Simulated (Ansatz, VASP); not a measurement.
## Two plane-wave programs on Ni

Contents of INCAR:

```
SYSTEM = Ni
PREC     = Accurate       ! precision mode
ENCUT    = 520            ! plane-wave cutoff, eV
EDIFF    = 1E-7           ! SCF threshold, eV
ISMEAR   = -1             ! smearing method
SIGMA    = 0.05           ! smearing width, eV
LREAL    = .FALSE.        ! projectors in reciprocal space
LASPH    = .TRUE.         ! aspherical terms in the spheres
NELM     = 150            ! most SCF steps
ALGO     = Normal         ! electronic algorithm
ISIF     = 2              ! what is computed and relaxed
LWAVE    = .FALSE.        ! write WAVECAR
LCHARG   = .FALSE.        ! write CHGCAR
ISPIN    = 2              ! spin polarisation
MAGMOM   = 1              ! initial moments
LORBIT   = 11             ! projections on sites
LMAXMIX  = 4              ! l up to which the mixer works
GGA      = PE             ! functional
NBANDS   = 15             ! bands
```

File KPOINTS:

```
Automatic mesh
0
G
  13 13 13
  0 0 0
```

File POSCAR:

```
Ni
1.0
    0.0000000000      1.7259110183      1.7259110183
    1.7259110183      0.0000000000      1.7259110183
    1.7259110183      1.7259110183      0.0000000000
Ni
1
Direct
    0.0000000000      0.0000000000      0.0000000000
```

input.yaml

```yaml
crystal:
  lattice:
    - [0.0, 1.7259110183, 1.7259110183]
    - [1.7259110183, 0.0, 1.7259110183]
    - [1.7259110183, 1.7259110183, 0.0]
  atoms:
    - { symbol: Ni, position: [0.0, 0.0, 0.0], spin: 1.0 }
hamiltonian:
  xc: pbe
  pseudopotentials: { kind: paw }
magnetization:
  spin_polarized: true
kpoints:
  mp_grid: { grid: [13, 13, 13] }
scf:
  occupations: { method: fermi_dirac, width: 0.05 }
output:
  forces: true
  stress: true
  eigenvalues: true
  write_density: true
  write_potential: true
  elf: true
  volumetric_format: npy
```

Change from the starting cell: volume scaled by 0.98.

Alike in both runs: task single point; functional PBE; k mesh 13 × 13 × 13; occupations fermi-dirac, width 0.05 eV; collinear spin, ferromagnetic start.

```csv
,VASP,Ansatz
version,VASP 6.6.1,Ansatz 0.2.0
potentials or method,"VASP PAW PBE potentials, release 64 (Ni)",Ansatz PAW
plane-wave cutoff (eV),520,420
valence electrons in the cell,10,18
```

|  | VASP | Ansatz | Ansatz less VASP |
| --- | --- | --- | --- |
| gap on the k mesh at the Fermi level (eV) | none | none | - |
| pressure (GPa) | 12.9 | 13.2 | +0.26 |
| net moment per atom (μB) | 0.62 | 0.63 | +0.006 |
| size of the moment on the site where the two differ most (μB) | 0.63 | 0.66 | +0.035 |

Site moments also hang on the region over which each program counts them. A gap of «none» marks a metal or a gap that the smearing closes. The two sets of potentials don't hold the same shells in valence.
